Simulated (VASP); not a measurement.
# BN (Fmm2) in VASP: reference runs

Reference runs on BN: the cell as given and a disturbed copy, then over a range of volumes.

Everything below comes from runs of VASP 6.6.1. Logs are shortened: lines on timing, memory, paths and dates and some standing lists are left out, and cuts for length are marked.

## (1) Starting point

Symmetry: Fmm2, No. 42, orthorhombic system. Conventional cell: a = 2.503 Å, b = 6.991 Å, c = 4.332 Å, α = 90.00°, β = 90.00°, γ = 90.00°. N (site symmetry mm2) has 3 B at 1.44 Å as nearest neighbours. B (site symmetry mm2) is surrounded by 3 N at 1.44 Å.

Measurements of this composition are mostly on another form, of space group No. 194.

## (2) Single point, PBE

INCAR reads:

```
SYSTEM = BN
PREC = Accurate ; ENCUT = 520
EDIFF = 1E-7 ; ISMEAR = -1
SIGMA = 0.05 ; LREAL = .False.
LASPH = .True. ; NELM = 100
ALGO = Normal ; ISIF = 2
LWAVE = .False. ; LCHARG = .True.
GGA = PE ; LELF = .True.
LVHAR = .True. ; NBANDS = 11
```

KPOINTS reads:

```
Automatic mesh
0
Gamma
  13 13 13
  0 0 0
```

POSCAR reads:

```
BN
1.0
    0.0000000000      3.4953158300      2.1660912400
    1.2516321000      0.0000000000      2.1660912400
    1.2516321000      3.4953158300      0.0000000000
N B
1 1
Direct
    0.6666513400      0.6666513400      0.3333486600
    0.0000486500      0.0000486500      0.9999513500
```

Potentials or basis: VASP PAW PBE potentials, release 64 (N, B).

The run is started by

```sh
cat potpaw_PBE.64/N/POTCAR potpaw_PBE.64/B/POTCAR > POTCAR
mpirun -np 1 vasp_std > vasp.out
```

OUTCAR:

```text
SYSTEM = BN
   PREC = Accurate
   ENCUT = 520
   EDIFF = 1E-7
   ISMEAR = -1
   LREAL = .False.
   LASPH = .True.
   NELM = 100
   ISIF = 2
   GGA = PE

 ion  position               nearest neighbor table
   1  0.667  0.667  0.333-   2 1.44   2 1.44   2 1.44
   2  0.000  0.000  1.000-   1 1.44   1 1.44   1 1.44

  LATTYP: Found a face centered orthorhombic cell.
 ALAT       =     2.5032642000
 B/A-ratio  =     1.7306133647
 C/A-ratio  =     2.7926064137

  Lattice vectors:

 A1 = (   0.0000000000,   3.4953158300,   2.1660912400)
 A2 = (  -1.2516321000,   3.4953158300,   0.0000000000)
 A3 = (  -1.2516321000,   0.0000000000,   2.1660912400)

Analysis of symmetry for initial positions (statically):
=====================================================================
 Subroutine PRICEL returns:
 Original cell was already a primitive cell.

 Routine SETGRP: Setting up the symmetry group for a
 face centered orthorhombic supercell.

 Subroutine GETGRP returns: Found  4 space group operations
 (whereof  4 operations were pure point group operations)
 out of a pool of  8 trial point group operations.

The static configuration has the point symmetry C_2v.

Analysis of symmetry for dynamics (positions and initial velocities):
=====================================================================
 Subroutine PRICEL returns:
 Original cell was already a primitive cell.

 Routine SETGRP: Setting up the symmetry group for a
 face centered orthorhombic supercell.

 Subroutine GETGRP returns: Found  4 space group operations
 (whereof  4 operations were pure point group operations)
 out of a pool of  8 trial point group operations.

The dynamic configuration has the point symmetry C_2v.

 Subroutine INISYM returns: Found  4 space group operations
 (whereof  4 operations are pure point group operations),
 and found     1 'primitive' translations

----------------------------------------------------------------------------------------

                                     Primitive cell

  volume of cell :      18.9526

  direct lattice vectors                    reciprocal lattice vectors
     0.000000000  3.495315830  2.166091240    -0.399478409  0.143048590  0.230830535
     1.251632100  0.000000000  2.166091240     0.399478409 -0.143048590  0.230830535
     1.251632100  3.495315830  0.000000000     0.399478409  0.143048590 -0.230830535

  length of vectors
     4.112077822  2.501706252  3.712656147     0.483041027  0.483041027  0.483041027

  position of ions in fractional coordinates (direct lattice)
     0.666651340  0.666651340  0.333348660
     0.000048650  0.000048650  0.999951350

  ion indices of the primitive-cell ions
   primitive index   ion index
                 1           1
                 2           2

----------------------------------------------------------------------------------------

 KPOINTS: Automatic mesh

Automatic generation of k-mesh.
 Grid dimensions read from file:
 generate k-points for:   13   13   13

 Generating k-lattice:

  Cartesian coordinates                     Fractional coordinates (reciprocal lattice)
    -0.030729108  0.011003738  0.017756195     0.076923077  0.000000000  0.000000000
     0.030729108 -0.011003738  0.017756195     0.000000000  0.076923077  0.000000000
     0.030729108  0.011003738 -0.017756195    -0.000000000 -0.000000000  0.076923077

  Length of vectors
     0.037157002  0.037157002  0.037157002

  Shift w.r.t. Gamma in fractional coordinates (k-lattice)
     0.000000000  0.000000000  0.000000000

 Subroutine IBZKPT returns following result:
 ===========================================

 Found    343 irreducible k-points:

 Following reciprocal coordinates:
            Coordinates               Weight
  0.000000  0.000000  0.000000      1.000000
  0.076923 -0.000000 -0.000000      8.000000
  0.153846 -0.000000  0.000000      8.000000
  0.230769  0.000000  0.000000      8.000000
  0.307692 -0.000000  0.000000      8.000000
  0.384615 -0.000000  0.000000      8.000000
[... 42 lines left out ...]
 -0.461538  0.461538  0.000000      4.000000
  0.076923  0.000000  0.076923      2.000000
 [... further k-points ...]
   k-points           NKPTS =    343   k-points in BZ     NKDIM =    343   number of bands    NBANDS=     11
   number of dos      NEDOS =    301   number of ions     NIONS =      2
   total plane-waves  NPLWV =  17920
   dimension x,y,z NGX =    32 NGY =   20 NGZ =   28
   dimension x,y,z NGXF=    64 NGYF=   40 NGZF=   56
   ions per type =               1   1
   NGX,Y,Z   is equivalent  to a cutoff of  12.94, 13.29, 12.54 a.u.
   NGXF,Y,Z  is equivalent  to a cutoff of  25.87, 26.58, 25.08 a.u.
 SYSTEM =  BN
   PREC   = accura    normal or accurate (medium, high low for compatibility)
   ISTART =      0    job   : 0-new  1-cont  2-samecut
   ICHARG =      2    charge: 1-file 2-atom 10-const
   ISPIN  =      1    spin polarized calculation?
   LNONCOLLINEAR =      F non collinear calculations
   LSORBIT =      F    spin-orbit coupling
   LASPH  =      T    aspherical Exc in radial PAW
   ENCUT  =  520.0 eV  38.22 Ry    6.18 a.u.   7.65  4.65  6.90*2*pi/ulx,y,z
   NELM   =    100;   NELMIN=  2; NELMDL= -5     # of ELM steps
   EDIFF  = 0.1E-06   stopping-criterion for ELM
   LREAL  =      F    real-space projection
   EDIFFG = 0.1E-05   stopping-criterion for IOM
   NSW    =      0    number of steps for IOM
   IBRION =     -1    ionic relax: 0-MD 1-quasi-New 2-CG
   NFREE  =      0    steps in history (QN), initial steepest desc. (CG)
   ISIF   =      2    stress and relaxation
   ISYM   =      2    0-nonsym 1-usesym 2-fastsym
   POTIM  = 0.5000    time-step for ionic-motion
   TEBEG  =    0.0;   TEEND  =   0.0 temperature during run
   PSTRESS=    0.0 pullay stress
   NELECT =       8.0000    total number of electrons
   NUPDOWN=      -1.0000    fix difference up-down
   EMIN   =  10.00;   EMAX   =-10.00  energy-range for DOS
   EFERMI =   0.00;   METHOD = LEGACY
   ISMEAR =    -1;   SIGMA  =   0.05  broadening in eV -4-tet -1-fermi 0-gaus
   EFERMI_NEDOS =   21; number of points for ismear=-14 and -15
   IALGO  =     38    algorithm
   IMIX   =      4    mixing-type and parameters
     AMIX     =   0.40;   BMIX     =  1.00
     AMIX_MAG =   1.60;   BMIX_MAG =  1.00
  volume/ion in A,a.u.               =       9.48        63.95
  Fermi-wavevector in a.u.,A,eV,Ry     =   1.228047  2.320672 20.518928  1.508099
  Thomas-Fermi vector in A             =   2.362987
   LORBIT       =      0    0 simple, 1 ext, 2 COOP (PROOUT), +10 PAW based schemes
   GGA     = PE    functional components
   LHFCALC =     F    Hartree Fock is set to
   AEXX    =    0.0000 exact exchange contribution
   IVDW    =     0    specifies the selected vdW correction
   LEPSILON=     F    determine dielectric tensor
   LRPA    =     F    only Hartree local field effects (RPA)
 non-spin polarized calculation
  energy-cutoff  :      520.00
  volume of cell :       18.95
 maximum number of plane-waves:       527
   NGX = 15   NGY =  9   NGZ = 13

 number of electron       8.0000000 magnetization

 Free energy of the ion-electron system (eV)
  ---------------------------------------------------
  ext. energy  EPLUGINS =         0.00000000
  ---------------------------------------------------
  free energy    TOTEN  =       -17.58679493 eV

  energy without entropy =      -17.58679493  energy(sigma->0) =      -17.58679493

 E-fermi :   2.9868     XC(G=0):  -9.7394

 val. band max:        1.9775079647   @ k =   0.4615  -0.3846   0.1538
 cond. band min:       5.8759421423   @ k =   0.0000   0.4615   0.4615
 fundamental gap:      3.8984341776
 Fermi energy:         2.9867786261

 k-point     1 :       0.0000    0.0000    0.0000
  band No.  band energies     occupation
      1     -15.8876      2.00000
      2      -2.5002      2.00000
      3       0.5604      2.00000
      4       0.5674      2.00000
      5       6.8411      0.00000
      6      13.4915      0.00000
      7      13.5508      0.00000
      8      14.9521      0.00000
      9      16.4110      0.00000
     10      27.5801      0.00000
     11      28.7312      0.00000

 k-point     2 :       0.0769   -0.0000   -0.0000
  band No.  band energies     occupation
      1     -15.7695      2.00000
      2      -2.3850      2.00000
      3       0.0816      2.00000
      4       0.3397      2.00000
      5       7.1106      0.00000
      6      13.4669      0.00000
      7      14.0153      0.00000
      8      14.5378      0.00000
      9      16.7961      0.00000
     10      27.3238      0.00000
     11      27.9231      0.00000

 k-point     3 :       0.1538   -0.0000    0.0000
  band No.  band energies     occupation
      1     -15.4208      2.00000
      2      -2.0424      2.00000
      3      -1.1546      2.00000
      4      -0.2169      2.00000
      5       7.8345      0.00000
      6      13.2894      0.00000
      7      13.4399      0.00000
      8      15.4112      0.00000
      9      17.7640      0.00000
     10      24.8261      0.00000
     11      28.5088      0.00000

 k-point     4 :       0.2308    0.0000    0.0000
  band No.  band energies     occupation
      1     -14.8619      2.00000
      2      -2.7785      2.00000
      3      -1.4608      2.00000
      4      -0.8918      2.00000
      5       8.8328      0.00000
      6      11.8575      0.00000
      7      13.1851      0.00000
      8      17.4231      0.00000
      9      18.9787      0.00000
     10      22.6660      0.00000
     11      27.2973      0.00000

 k-point     5 :       0.3077   -0.0000    0.0000
  band No.  band energies     occupation
      1     -14.1397      2.00000
      2      -4.4527      2.00000
      3      -1.5104      2.00000
      4      -0.6947      2.00000
      5       9.2305      0.00000
      6      10.8812      0.00000
      7      13.2120      0.00000
      8      19.7227      0.00000
      9      19.9003      0.00000
     10      21.2876      0.00000
     11      26.2223      0.00000
[... 435 lines left out ...]
 k-point    37 :      -0.2308    0.2308    0.0000
  band No.  band energies     occupation
      1     -13.1492      2.00000
      2      -5.3565      2.00000
      3      -3.5567      2.00000
      4       0.3324      2.00000
      5       8.0851      0.00000
      6      12.9897      0.00000
      7      15.5551      0.00000
      8      17.2644      0.00000
      9      18.4605      0.00000
     10      22.6571      0.00000
     11      24.6687      0.00000

 k-point    38 :       0.3077    0.3077    0.0000
  band No.  band energies     occupation
      1     -14.1701      2.00000
      2      -4.5178      2.00000
      3      -1.5045      2.00000
      4      -0.3443      2.00000
      5       9.5112      0.00000
      6      10.5053      0.00000
      7      13.1233      0.00000
      8      18.7519      0.00000
      9      19.8164      0.00000
     10      23.0957      0.00000
     11      25.0692      0.00000

 k-point    39 :       0.3846    0.3077    0.0000
  band No.  band energies     occupation
      1     -13.7090      2.00000
      2      -5.2781      2.00000
      3      -2.0806      2.00000
      4       0.2093      2.00000
      5       9.5110      0.00000
      6      10.3948      0.00000
      7      13.5605      0.00000
      8      18.0798      0.00000
      9      20.8097      0.00000
     10      21.2557      0.00000
     11      25.0427      0.00000

 k-point    40 :       0.4615    0.3077   -0.0000
  band No.  band energies     occupation
      1     -13.1376      2.00000
      2      -5.8459      2.00000
      3      -3.0968      2.00000
      4       0.8657      2.00000
      5       8.4680      0.00000
      6      11.7165      0.00000
      7      14.6423      0.00000
      8      17.3547      0.00000
      9      18.7300      0.00000
     10      21.8257      0.00000
     11      25.5492      0.00000

 [... further k-points ...]
[... 5 lines left out ...]
  --------------------------------------------------------------------------------------
  -------------------------------------------------------------------------------------
  Total        0.4872997      0.1890353      0.4926610      0.0000000      0.0000000      0.0000000
  in kB       41.1942716     15.9802489     41.6474940      0.0000000      0.0000000      0.0000000
  external PRESSURE =      32.9406715 kB  Pullay stress =       0.0000000 kB

 VOLUME and BASIS-vectors are now :
 -----------------------------------------------------------------------------
  energy-cutoff  :      520.00
  volume of cell :       18.95
      direct lattice vectors                 reciprocal lattice vectors
     0.000000000  3.495315830  2.166091240    -0.399478409  0.143048590  0.230830535
     1.251632100  0.000000000  2.166091240     0.399478409 -0.143048590  0.230830535
     1.251632100  3.495315830  0.000000000     0.399478409  0.143048590 -0.230830535

 POSITION                                       TOTAL-FORCE (eV/Angst)
 -----------------------------------------------------------------------------------
      1.25163      3.49532      2.88806         0.000000      0.000000     -0.009719
      1.25163      3.49532      0.00021         0.000000      0.000000      0.009719
 -----------------------------------------------------------------------------------
    total drift:                                0.000006     -0.000011     -0.000066

  FREE ENERGIE OF THE ION-ELECTRON SYSTEM (eV)
  ---------------------------------------------------
  free  energy   TOTEN  =       -17.5867949332 eV

  energy  without entropy=      -17.5867949332  energy(sigma->0) =      -17.58679493
```

Wall time 51 s (1 thread of AMD EPYC 9R45 (Zen 5), shared host); peak memory 0.15 GiB.

Results:

```yaml
Free_energy: -17.5868 eV
Pressure: 3.3 GPa
Largest_force: 0.010 eV/Å
Band_gap_on_the_k_mesh: 3.90 eV, indirect (least direct gap 4.65 eV)
```

Forces in eV/Å, atoms in the order of the input:
```
N    0.000  0.000 -0.010
B    0.000  0.000  0.010
```

Caveat: an odd mesh through Γ misses points on the zone boundary, where band edges often lie.

(Part 1 of 3 ends here.)
